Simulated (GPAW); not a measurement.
# Cu (Fm-3m) in GPAW: single point with PBE

Aim: the single point of Cu with PBE.

All numbers are computed with GPAW 26.7.0; they aren't measurements. Logs are shortened: lines on timing, memory, paths and dates and some standing lists are left out, and cuts for length are marked. The log counts tension as positive stress, the text compression.

## (1) Starting point

The structure is cubic, space group Fm-3m (No. 225). Conventional cell: a = 3.615 Å, b = 3.615 Å, c = 3.615 Å, α = 90.00°, β = 90.00°, γ = 90.00°. Around Cu (site symmetry m-3m) lie 12 Cu at 2.56 Å.

## (2) Single point, PBE

The input, run.py:

```python
from ase import Atoms
from ase.dft.bandgap import bandgap
from ase.io import write
from ase.units import GPa
from gpaw import GPAW, PW

atoms = Atoms(['Cu'],
              cell=[[0.0, 1.8075, 1.8075],
                    [1.8075, 0.0, 1.8075],
                    [1.8075, 1.8075, 0.0]],
              scaled_positions=[[0.0, 0.0, 0.0]],
              pbc=True)

calc = GPAW(mode=PW(600),
            xc='PBE',
            kpts={'size': (20, 20, 20), 'gamma': True},
            occupations={'name': 'fermi-dirac', 'width': 0.05},
            nbands=14,
            convergence={'density': 1e-05, 'energy': 1e-05},
            maxiter=80,
            txt='gpaw.txt')
atoms.calc = calc
energy = atoms.get_potential_energy()
forces = atoms.get_forces()
stress = atoms.get_stress()
calc.write('gs.gpw')
write('result.traj', atoms)
print(f'Energy: {energy:.6f} eV')
print('Forces (eV/A):')
print(forces.round(4))
print('Stress (GPa):', (stress / GPa).round(3))
print('Fermi level:', round(calc.get_fermi_level(), 4), 'eV')
print(f'Gap: {bandgap(calc)[0]:.4f} eV, direct: {bandgap(calc, direct=True)[0]:.4f} eV')
```

Potentials or basis: GPAW PAW data sets (gpaw-data 1.2.1), pw.

Run with:

```
> OMP_NUM_THREADS=1 python run.py
```

gpaw.txt:

```text
__  _  _
 | _ |_)|_||  |
 |__||  | ||/\| - 26.7.0

Input parameters:
  mode=PW(ecut=600.0),
  convergence={'density': 1e-05, 'energy': 1e-05},
  kpts=MonkhorstPack(size=(20, 20, 20), gamma=True),
  maxiter=80,
  nbands=14,
  occupations=Occupations(name='fermi-dirac', width=0.05),
  xc=XC(name='PBE')

Diagonalizing LCAO Hamiltonian
Converting LCAO to pw mode

       Cu

Atoms  # Å, Bohr magnetons
|   | symbol |        x |        y |        z |    initial magnetic moments |
|---|--------|----------|----------|----------|-----------------------------|
| 0 |     Cu | 0.000000 | 0.000000 | 0.000000 | ( 0.0000,  0.0000,  0.0000) |

Unit cell  # Å
| periodic |        x |        y |        z |  lengths |    angles |
|----------|----------|----------|----------|----------|-----------|
|      yes | 0.000000 | 1.807500 | 1.807500 | 2.556191 | 60.000000 |
|      yes | 1.807500 | 0.000000 | 1.807500 | 2.556191 | 60.000000 |
|      yes | 1.807500 | 1.807500 | 0.000000 | 2.556191 | 60.000000 |

Number of symmetries: 48
Symmetry operations  # r_c * U_cc + t_c -> r_c
|    | kind |            matrix            |
|----|------|------------------------------|
|  0 |  σ   |  1, 0, 0,  1, 0,-1,  1,-1, 0 |
|  1 |  C2  |  1, 0, 0,  1,-1, 0,  1, 0,-1 |
|  2 |  E   |  1, 0, 0,  0, 1, 0,  0, 0, 1 |
|  3 |  σ   |  1, 0, 0,  0, 0, 1,  0, 1, 0 |
|  4 |  C4  |  1, 0,-1,  1, 0, 0,  1,-1, 0 |
|  5 |  S6  |  1, 0,-1,  1,-1, 0,  1, 0, 0 |
|  6 |  σ   |  1, 0,-1,  0, 1,-1,  0, 0,-1 |
|  7 |  C3  |  1, 0,-1,  0, 0,-1,  0, 1,-1 |
|  8 |  S6  |  1,-1, 0,  1, 0, 0,  1, 0,-1 |
|  9 |  C4  |  1,-1, 0,  1, 0,-1,  1, 0, 0 |
| 10 |  C3  |  1,-1, 0,  0,-1, 1,  0,-1, 0 |
| 11 |  σ   |  1,-1, 0,  0,-1, 0,  0,-1, 1 |
| 12 |  σ   |  0, 1, 0,  1, 0, 0,  0, 0, 1 |
| 13 |  C4  |  0, 1, 0,  0, 1,-1, -1, 1, 0 |
| 14 |  C3  |  0, 1, 0,  0, 0, 1,  1, 0, 0 |
| 15 |  S6  |  0, 1, 0, -1, 1, 0,  0, 1,-1 |
| 16 |  C2  |  0, 1,-1,  1, 0,-1,  0, 0,-1 |
| 17 |  σ   |  0, 1,-1,  0, 1, 0, -1, 1, 0 |
| 18 |  S4  |  0, 1,-1,  0, 0,-1,  1, 0,-1 |
| 19 |  C4  |  0, 1,-1, -1, 1, 0,  0, 1, 0 |
| 20 |  C3  |  0, 0, 1,  1, 0, 0,  0, 1, 0 |
| 21 |  σ   |  0, 0, 1,  0, 1, 0,  1, 0, 0 |
| 22 |  S6  |  0, 0, 1,  0,-1, 1, -1, 0, 1 |
| 23 |  C4  |  0, 0, 1, -1, 0, 1,  0,-1, 1 |
| 24 |  S4  |  0, 0,-1,  1, 0,-1,  0, 1,-1 |
| 25 |  C3  |  0, 0,-1,  0, 1,-1,  1, 0,-1 |
| 26 |  C2  |  0, 0,-1,  0,-1, 0, -1, 0, 0 |
| 27 |  S6  |  0, 0,-1, -1, 0, 0,  0,-1, 0 |
| 28 |  S4  |  0,-1, 1,  1,-1, 0,  0,-1, 0 |
| 29 |  C4  |  0,-1, 1,  0, 0, 1, -1, 0, 1 |
| 30 |  C2  |  0,-1, 1,  0,-1, 0,  1,-1, 0 |
| 31 |  σ   |  0,-1, 1, -1, 0, 1,  0, 0, 1 |
| 32 |  C3  |  0,-1, 0,  1,-1, 0,  0,-1, 1 |
| 33 |  S6  |  0,-1, 0,  0, 0,-1, -1, 0, 0 |
| 34 |  S4  |  0,-1, 0,  0,-1, 1,  1,-1, 0 |
| 35 |  C2  |  0,-1, 0, -1, 0, 0,  0, 0,-1 |
| 36 |  C2  | -1, 1, 0,  0, 1, 0,  0, 1,-1 |
| 37 |  S6  | -1, 1, 0,  0, 1,-1,  0, 1, 0 |
| 38 |  S4  | -1, 1, 0, -1, 0, 1, -1, 0, 0 |
| 39 |  C3  | -1, 1, 0, -1, 0, 0, -1, 0, 1 |
| 40 |  S6  | -1, 0, 1,  0, 0, 1,  0,-1, 1 |
| 41 |  C2  | -1, 0, 1,  0,-1, 1,  0, 0, 1 |
| 42 |  C3  | -1, 0, 1, -1, 1, 0, -1, 0, 0 |
| 43 |  S4  | -1, 0, 1, -1, 0, 0, -1, 1, 0 |
| 44 |  C2  | -1, 0, 0,  0, 0,-1,  0,-1, 0 |
| 45 |  i   | -1, 0, 0,  0,-1, 0,  0, 0,-1 |
| 46 |  σ   | -1, 0, 0, -1, 1, 0, -1, 0, 1 |
| 47 |  C2  | -1, 0, 0, -1, 0, 1, -1, 1, 0 |

BZ-sampling:
  Number of BZ points: 8000
  Number of IBZ points: 256

  Monkhorst-Pack size: [20, 20, 20]
  Monkhorst-Pack shift: [0.025, 0.025, 0.025]

K-points  # in reciprocal-cell coordinates
|     |                                coordinates |     weight |
|-----|--------------------------------------------|------------|
|   0 | ( -0.00000000,  -0.00000000,  -0.00000000) | 0.00012500 |
|   1 | (  0.05000000,   0.05000000,  -0.00000000) | 0.00075000 |
|   2 | (  0.05000000,   0.05000000,   0.05000000) | 0.00100000 |
|   3 | (  0.10000000,   0.05000000,   0.05000000) | 0.00150000 |
|   4 | (  0.10000000,   0.10000000,  -0.00000000) | 0.00075000 |
|   5 | (  0.10000000,   0.10000000,   0.05000000) | 0.00300000 |
|   6 | (  0.10000000,   0.10000000,   0.10000000) | 0.00100000 |
|   7 | (  0.15000000,   0.10000000,   0.05000000) | 0.00300000 |
|   8 | (  0.15000000,   0.10000000,   0.10000000) | 0.00300000 |
|   9 | (  0.15000000,   0.15000000,  -0.00000000) | 0.00075000 |
| ... |                                            |            |
| 255 | (  0.50000000,   0.50000000,   0.50000000) | 0.00050000 |

Plane wave coefficients: 411
Cutoff: 600.0 eV

Spin-components: 1 (collinear spins)
Bands:           14
Projectors:      6
Spin-degeneracy: 2
Datatype:        complex128

Parallelization:
  kpt:    1
  domain: 1
  band:   1

Density:
  Valence electrons: 11.0
  Components: 1
  Grid points: [15 15 15]
  Charge: 0.0  # |e|

Potential:
  Grid points: [15 15 15]

species:
  Cu:
    name:    Copper
    Z:       29.0
    valence: 11
    core:    18
    charge:  0.0  # [|e|]
    compensation charges:
      type: gauss
      rc: 0.33  # [Å]
      lmax: 2
    cutoffs:
      filter: 2.06  # [Å]
      core: 2.43  # [Å]
    projectors
    | kind |    occ | energy [eV] | rcut [Å] |
    |------|--------|-------------|----------|
    |   4s |  1.000 |      -4.609 |    1.164 |
    |   4p |  0.000 |      -0.698 |    1.164 |
    |   3d | 10.000 |      -5.039 |    1.058 |
    |    s |        |      22.603 |    1.164 |
    |    p |        |      26.513 |    1.164 |
    |    d |        |      22.172 |    1.058 |

    Using partial waves for Cu as LCAO basis

Reference energy: -45021.451841  # eV

eigensolver:
  PPCG
  Converge bands: occupied
  niter=2

density mixing:
  MSR1-Mixer
  Pratt-step length: 0.05
  Maximum mixing coefficient: 0.75
  Old densities: 10
  SVD Regularization: 0.005
  Good broyden scale: 1.0
  Trust region scale: 1.0
  Backstep threshold: 4.0
  History deletion threshold: 6.0
  Fourier metric: weight=20.0, sigma=0.015

occupation numbers:
  Fermi-Dirac:
    width: 0.0500  # eV

poisson solver:
  ecut: 4800.0  # eV

xc functional:
  name: PBE with 2 nearest neighbor stencil

convergence criteria:
- Maximum integral of absolute [dens]ity change: 1e-05 electrons / valence electron
- Maximum [total energy] change in last 3 cyles: 1e-05 eV / valence electron
- Maximum integral of absolute [eigenst]ate change: 4e-08 eV^2 / valence electron
maximum number of iterations: 80

SCF iterations
|iter     | |      energy | eigst |  dens |
|---------|-|-------------|-------|-------|
|iter:   1| |   -4.626804 | -0.42 |       |
|iter:   2| |   -4.256916 | -2.97 | -0.89 |
|iter:   3| |   -3.689745 | -1.93 | -0.99 |
|iter:   4| |   -3.679973 | -4.15 | -1.80 |
|iter:   5| |   -3.672793 | -3.55 | -1.95 |
|iter:   6| |   -3.672801 | -6.49 | -3.55 |
|iter:   7| |   -3.672798c| -6.18 | -3.56 |
|iter:   8| |   -3.672798c| -8.92c| -4.52 |
|iter:   9| |   -3.672798c| -8.31c| -5.10c|

Converged in 9 steps
Energy contributions relative to reference atoms: (reference = -45021.451841)

Energy contributions:
  Kinetic:         -11.831452
  Coulomb:           9.221790
  Zero:              0.051594
  External:          0.000000
  Xc:               -1.113590
  Entropy:          -0.002280
  Spinorbit:         0.000000
  ----------------------------
  Free energy:      -3.673938
  Extrapolated:     -3.672798

dipole moment: (-7.876442, -7.876442, -7.876442)  # |e|*Ang

Fermi level: 8.028
Eigenvalues  # (at kpt = [-0.000, -0.000, -0.000])
| band index |      eig [eV] | occ [0-2] |
|------------|---------------|-----------|
|          0 |        -1.326 |     2.000 |
|          1 |         5.032 |     2.000 |
|          2 |         5.032 |     2.000 |
|          3 |         5.032 |     2.000 |
|          4 |         5.852 |     2.000 |
|          5 |         5.852 |     2.000 |
|          6 |        31.045 |     0.000 |
|          7 |        33.456 |     0.000 |
|          8 |        33.456 |     0.000 |
|          9 |        33.456 |     0.000 |
|         10 |        35.694 |     0.000 |
|         11 |        35.694 |     0.000 |
|         12 |        35.694 |     0.000 |
|         13 |        39.533 |     0.000 |

No gap
No difference between direct/indirect transitions

Forces  # eV/Ang
|        x |        y |        z |
|----------|----------|----------|
| -0.00000 | -0.00000 | -0.00000 |  # Cu   0

Stress tensor  # eV/Ang^3
|         x |         y |         z |
|-----------|-----------|-----------|
| -0.019860 | -0.000000 | -0.000000 |
| -0.000000 | -0.019860 | -0.000000 |
| -0.000000 | -0.000000 | -0.019860 |

# Writing to gs.gpw (mode='')
```

stdout:

```text
Energy: -3.672798 eV
Forces (eV/A):
[[-0. -0. -0.]]
Stress (GPa): [-3.182 -3.182 -3.182 -0.    -0.    -0.   ]
Fermi level: 8.028 eV
Gap: 0.0000 eV, direct: 0.0000 eV
```

Wall time 23 s (1 thread of Arm Neoverse V2, shared host); peak memory 0.16 GiB.

Results:

| Quantity | Value |
| --- | --- |
| Free energy | -3.6739 eV |
| Pressure | 3.2 GPa |
| Band gap on the k mesh | none (metal or under the smearing width) |

Caveat: with this Cu data set, volumes or pressures lay over 1.5 % or 2 GPa off other programs in two to four cells of ten.
